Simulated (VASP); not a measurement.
# Nb in VASP: single point with LDA

Aim: the single point of Nb with LDA.

Program: VASP 6.6.1. These are calculated values, not measurements. Logs are shortened: lines on timing, memory, paths and dates and some standing lists are left out, and cuts for length are marked.

### 1 The cell of the first run

The cell holds a slab with vacuum, 4 atoms: a = 2.927 Å, b = 4.139 Å, c = 21.258 Å, α = 90.00°, β = 90.00°, γ = 90.00°.

The slab is cut from a database's or a generator's crystal, which needn't be the stable form of the element.

### 2 Single point, LDA (the clean substrate in the cell of the map)

The input, INCAR:

```
SYSTEM = Nb
PREC = Accurate ; ENCUT = 520
EDIFF = 1E-6 ; ISMEAR = 0
SIGMA = 0.1 ; LREAL = .FALSE.
LASPH = .TRUE. ; NELM = 100
ALGO = Fast ; ISIF = 2
LWAVE = .FALSE. ; LCHARG = .FALSE.
LDIPOL = .TRUE. ; IDIPOL = 3
DIPOL = 0.5 0.5 0.291 ; GGA = CA
NBANDS = 34
```

The input, KPOINTS:

```
regular mesh
0
G
  9 7 1
  0 0 0
```

The input, POSCAR:

```
Nb
1.0
    2.9270177669      0.0000000000      0.0000000000
    0.0000000000      4.1394282232      0.0000000000
    0.0000000000      0.0000000000     21.2576690685
Nb
4
Direct
    0.5000000000      0.5000000000      0.1881673850
    0.0000000000      0.0000000000      0.2570135449
    0.5000000000      0.5000000000      0.3306382692
    0.0000000000      0.0000000000      0.3884559987
```

Potentials or basis: VASP PAW LDA potentials, release 64 (Nb_sv).

Run with:

```bash
> cat potpaw_LDA.64/Nb_sv/POTCAR > POTCAR
> mpirun -np 1 vasp_std > vasp.out
```

OUTCAR:

```text
SYSTEM = Nb
   PREC = Accurate
   ENCUT = 520
   EDIFF = 1E-6
   ISMEAR = 0
   LREAL = .FALSE.
   LASPH = .TRUE.
   NELM = 100
   ISIF = 2
   GGA = CA

 ion  position               nearest neighbor table
   1  0.500  0.500  0.188-   2 2.93   2 2.93   2 2.93   2 2.93   3 3.03
   2  0.000  0.000  0.257-   4 2.79   1 2.93   1 2.93   1 2.93   1 2.93   3 2.98   3 2.98   3 2.98
                             3 2.98
   3  0.500  0.500  0.331-   4 2.82   4 2.82   4 2.82   4 2.82   2 2.98   2 2.98   2 2.98   2 2.98
                             1 3.03
   4  0.000  0.000  0.388-   2 2.79   3 2.82   3 2.82   3 2.82   3 2.82

  LATTYP: Found a simple orthorhombic cell.
 ALAT       =     2.9270177669
 B/A-ratio  =     1.4142135624
 C/A-ratio  =     7.2625691955

  Lattice vectors:

 A1 = (   2.9270177669,   0.0000000000,   0.0000000000)
 A2 = (   0.0000000000,   4.1394282232,   0.0000000000)
 A3 = (   0.0000000000,   0.0000000000,  21.2576690685)

Analysis of symmetry for initial positions (statically):
=====================================================================
 Subroutine PRICEL returns:
 Original cell was already a primitive cell.

 Routine SETGRP: Setting up the symmetry group for a
 simple orthorhombic supercell.

 Subroutine GETGRP returns: Found  4 space group operations
 (whereof  4 operations were pure point group operations)
 out of a pool of  8 trial point group operations.

The static configuration has the point symmetry C_2v.

Analysis of symmetry for dynamics (positions and initial velocities):
=====================================================================
 Subroutine PRICEL returns:
 Original cell was already a primitive cell.

 Routine SETGRP: Setting up the symmetry group for a
 simple orthorhombic supercell.

 Subroutine GETGRP returns: Found  4 space group operations
 (whereof  4 operations were pure point group operations)
 out of a pool of  8 trial point group operations.

The dynamic configuration has the point symmetry C_2v.

 Subroutine INISYM returns: Found  4 space group operations
 (whereof  4 operations are pure point group operations),
 and found     1 'primitive' translations

----------------------------------------------------------------------------------------

                                     Primitive cell

  volume of cell :     257.5617

  direct lattice vectors                    reciprocal lattice vectors
     2.927017767  0.000000000  0.000000000     0.341644663  0.000000000  0.000000000
     0.000000000  4.139428223  0.000000000     0.000000000  0.241579258  0.000000000
[... 94 lines left out ...]
   PSTRESS=    0.0 pullay stress
   NELECT =      52.0000    total number of electrons
   NUPDOWN=      -1.0000    fix difference up-down
   EMIN   =  10.00;   EMAX   =-10.00  energy-range for DOS
   EFERMI =   0.00;   METHOD = LEGACY
   ISMEAR =     0;   SIGMA  =   0.10  broadening in eV -4-tet -1-fermi 0-gaus
   EFERMI_NEDOS =   21; number of points for ismear=-14 and -15
   IALGO  =     68    algorithm
   IMIX   =      4    mixing-type and parameters
     AMIX     =   0.40;   BMIX     =  1.00
     AMIX_MAG =   1.60;   BMIX_MAG =  1.00
  volume/ion in A,a.u.               =      64.39       434.53
  Fermi-wavevector in a.u.,A,eV,Ry     =   0.960393  1.814879 12.549389  0.922354
  Thomas-Fermi vector in A             =   2.089673
   LORBIT       =      0    0 simple, 1 ext, 2 COOP (PROOUT), +10 PAW based schemes
   GGA     = CA    functional components
   LHFCALC =     F    Hartree Fock is set to
   AEXX    =    0.0000 exact exchange contribution
   IVDW    =     0    specifies the selected vdW correction
   LEPSILON=     F    determine dielectric tensor
   LRPA    =     F    only Hartree local field effects (RPA)
 non-spin polarized calculation
 RMM-DIIS sequential band-by-band and
 Gauss-broadening in eV      SIGMA  =   0.10
  energy-cutoff  :      520.00
  volume of cell :      257.56
 maximum number of plane-waves:      6993
 NGX is ok and might be reduce to    24
   NGX = 11   NGY = 15   NGZ = 79

 dipolmoment           0.000000      0.000000     -0.306137 electrons x Angstroem

 number of electron      51.9999999 magnetization

 dipolmoment           0.000000      0.000000      0.016349 electrons x Angstroem

 Free energy of the ion-electron system (eV)
  ---------------------------------------------------
  ext. energy  EPLUGINS =         0.00000000
  ---------------------------------------------------
  free energy    TOTEN  =       -39.74906539 eV

  energy without entropy =      -39.71353166  energy(sigma->0) =      -39.73129852

 E-fermi :   0.4170     XC(G=0):  -4.6641

 val. band max:        0.4159271057   @ k =   0.4444   0.2857   0.0000
 cond. band min:       0.4276351224   @ k =   0.3333   0.1429   0.0000
 fundamental gap:      0.0117080167
 Fermi energy:         0.4170211180

 k-point     1 :       0.0000    0.0000    0.0000
  band No.  band energies     occupation
      1     -54.1596      2.00000
      2     -54.0591      2.00000
      3     -53.8363      2.00000
      4     -53.7301      2.00000
      5     -30.7859      2.00000
      6     -30.5624      2.00000
[... 729 lines left out ...]
     33       3.0302      0.00000
     34       3.1032      0.00000

------------------------ aborting loop because EDIFF is reached ----------------------------------------

 vacuum level on the upper side and lower side of the slab       (xc-potential included)        -0.020        -0.255

  FORCE on cell =-STRESS in cart. coord.  units (eV):
  Direction    XX          YY          ZZ          XY          YZ          ZX
  --------------------------------------------------------------------------------------
  -------------------------------------------------------------------------------------
  Total       -6.6622422     -6.8141142     -2.1047471      0.0000000      0.0000000      0.0000000
  in kB      -41.4428528    -42.3875812    -13.0926979      0.0000000      0.0000000      0.0000000
  external PRESSURE =     -32.3077106 kB  Pullay stress =       0.0000000 kB

 VOLUME and BASIS-vectors are now :
 -----------------------------------------------------------------------------
  energy-cutoff  :      520.00
  volume of cell :      257.56
      direct lattice vectors                 reciprocal lattice vectors
     2.927017767  0.000000000  0.000000000     0.341644663  0.000000000  0.000000000
     0.000000000  4.139428223  0.000000000     0.000000000  0.241579258  0.000000000
     0.000000000  0.000000000 21.257669069     0.000000000  0.000000000  0.047041846

 POSITION                                       TOTAL-FORCE (eV/Angst)
 -----------------------------------------------------------------------------------
      1.46351      2.06971      4.00000         0.000000      0.000000      1.392050
      0.00000      0.00000      5.46351         0.000000      0.000000     -1.397801
      1.46351      2.06971      7.02860         0.000000      0.000000     -0.015713
      0.00000      0.00000      8.25767         0.000000      0.000000      0.021464
 -----------------------------------------------------------------------------------
    total drift:                                0.000000     -0.000000      0.002920

  FREE ENERGIE OF THE ION-ELECTRON SYSTEM (eV)
  ---------------------------------------------------
  free  energy   TOTEN  =       -39.7490653881 eV

  energy  without entropy=      -39.7135316604  energy(sigma->0) =      -39.73129852

 vacuum level on the upper side and lower side of the slab         4.376         4.135
```

Wall time 9.9 min (1 thread of AMD EPYC 9R45 (Zen 5), shared host); peak memory 0.3 GiB.

Results:

```yaml
Free_energy: -39.7491 eV
Largest_force: 1.398 eV/Å
Band_gap_on_the_k_mesh: none (metal or under the smearing width)
```

Forces in eV/Å, atoms in the order of the input:
```
Nb   0.000  0.000  1.392
Nb   0.000  0.000 -1.398
Nb   0.000  0.000 -0.016
Nb   0.000  0.000  0.021
```
